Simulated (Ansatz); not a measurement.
**TaN: stress in a strained cell**

Aim: deform TaN (equal xy, yz and zx engineering shear strains of -1 %) and compute stress, forces and field gradients with LAPW, PAW and all-electron datasets made for the crystal.

Program: Ansatz 0.2.0. Level of theory: DFT PBE, scalar-relativistic. These are calculated values, not measurements.

### 1 Starting point

It takes space group P6_3mc (No. 186, hexagonal). Conventional cell: a = 3.050 Å, b = 3.050 Å, c = 4.940 Å, α = 90.00°, β = 90.00°, γ = 120.00°. Ta (site symmetry 3m) has 4 N at 1.85 to 1.90 Å as nearest neighbours. Around N (site symmetry 3m) lie 4 Ta at 1.85 to 1.90 Å.

As a file:

```cif
data_structure
_symmetry_space_group_name_H-M 'P 1'
_symmetry_Int_Tables_number 1
_cell_length_a 3.0500
_cell_length_b 3.0500
_cell_length_c 4.9400
_cell_angle_alpha 90.000
_cell_angle_beta 90.000
_cell_angle_gamma 120.000
_cell_volume 39.80
loop_
_atom_site_label
_atom_site_type_symbol
_atom_site_fract_x
_atom_site_fract_y
_atom_site_fract_z
_atom_site_occupancy
Ta1 Ta 0.33333 0.66667 0.00000 1
Ta2 Ta 0.66667 0.33333 0.50000 1
N1 N 0.33333 0.66667 0.38500 1
N2 N 0.66667 0.33333 0.88500 1
```

Atoms are numbered in the order of the input: Ta1, Ta2, N3, N4.

### 2 The deformed structure

Space group P6_3mc before, P1 after.

### 3 Full-potential LAPW

Contents of input.yaml:

```yaml
crystal:
  lattice:
    - [3.0500010905, -0.0152500054, -0.0152500054]
    - [-1.5382074374, 2.6490034287, -0.0055818894]
    - [-0.0247, -0.0247, 4.94]
  atoms:
    - { symbol: Ta, position: [0.3333333333, 0.6666666667, 0.0] }
    - { symbol: Ta, position: [0.6666666667, 0.3333333333, 0.5] }
    - { symbol: "N", position: [0.3333333333, 0.6666666667, 0.385] }
    - { symbol: "N", position: [0.6666666667, 0.3333333333, 0.885] }
kpoints:
  mp_grid: { grid: [9, 9, 5] }
  band_path:
    path:
      - [0.0, 0.0, 0.0]
      - [0.0, 0.0, 0.5]
      - [-0.5, 0.5, 0.0]
      - [0.0, 0.0, 0.0]
      - [0.0, -0.5, 0.0]
      - [-0.5, 0.0, 0.5]
      - [0.0, 0.0, 0.0]
      - [-0.5, 0.0, 0.0]
      - [0.0, -0.5, 0.5]
    npoints: 5
scf:
  occupations: { method: fermi_dirac, width: 0.01 }
hamiltonian:
  xc: pbe
  pseudopotentials: { kind: all_electron, lapw: { basis_error: 0.001 } }
output:
  forces: true
  stress: true
  eigenvalues: true
```

Run with:

```bash
$ ansatz run input.yaml --threads 1 --pin off --max-ram 4096MiB --backend cpu --events-out ev --progress --plain --runs-dir out
```

### 4 PAW with frozen cores

Contents of input.yaml:

```yaml
crystal:
  lattice:
    - [3.0500010905, -0.0152500054, -0.0152500054]
    - [-1.5382074374, 2.6490034287, -0.0055818894]
    - [-0.0247, -0.0247, 4.94]
  atoms:
    - { symbol: Ta, position: [0.3333333333, 0.6666666667, 0.0] }
    - { symbol: Ta, position: [0.6666666667, 0.3333333333, 0.5] }
    - { symbol: "N", position: [0.3333333333, 0.6666666667, 0.385] }
    - { symbol: "N", position: [0.6666666667, 0.3333333333, 0.885] }
kpoints:
  mp_grid: { grid: [9, 9, 5] }
scf:
  occupations: { method: fermi_dirac, width: 0.01 }
hamiltonian:
  xc: pbe
  pseudopotentials: { kind: paw }
output:
  forces: true
  stress: true
  eigenvalues: true
  efg: { contact_densities: true }
```

### 5 All-electron PAW on datasets made for the crystal

input.yaml, as its differences from that of step 4:

```diff
@@ -16,3 +16,3 @@
   xc: pbe
-  pseudopotentials: { kind: paw }
+  pseudopotentials: { kind: all_electron, datasets: crystal }
 output:
```

(Steps that only read results are left out.)

Q: Predict the outcome of this session. Wanted: pressure; largest shear or deviatoric stress.

The runs gave:

| quantity | value |
| --- | --- |
| pressure | LAPW 135.04, PAW 137.28, crystal datasets 135.04 GPa |
| largest shear or deviatoric stress (LAPW) | 16.45 GPa |

In words: The largest part of the stress beyond the pressure is 16.45 GPa in size, in the zz component; the atoms are carried along and not relaxed. No run of the undeformed cell stands beside it, so the pressure holds what the given cell had before the change. PAW: stress within 2.39 GPa of LAPW, forces within 26 meV/Å. Crystal datasets: stress within 0.01 GPa of LAPW, forces within 1 meV/Å. Spin-orbit coupling is left out, though the cell holds Ta; in elements this heavy it can shift bands and gaps by tenths of an eV.
